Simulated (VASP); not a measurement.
Here is the system:

```
Li3N
1.0
    1.80605    -3.12816     0.00000
    1.80605     3.12816     0.00000
    0.00000     0.00000     3.84757
Li N
3 1
Direct
  0.33333   0.66667   0.00000
  0.66667   0.33333   0.00000
  0.00000   0.00000   0.50000
  0.00000   0.00000   0.00000
```

These are PBEsol GGA, VASP's PBE PAW potentials (set 64) (plane waves; VASP 6.6.1) values and carry that method's errors. Settings: 600 eV cut-off, 6×6×6 Γ-centred mesh, Gaussian smearing of 0.050 eV, potentials Li_sv N.

**Question.** Predict the energy per atom (σ→0), band gap (on the k-mesh) with the smallest direct gap where there is one.

**Answer.** 
The band gap (on the k-mesh) is 1.08 eV, the smallest direct gap (on the k-mesh) is 1.29 eV and the energy per atom (σ→0) is -4.032 eV/atom.

Only differences to runs with the same potentials and settings are physical.

The compound is Li3N in the alpha structure. It was relaxed first.
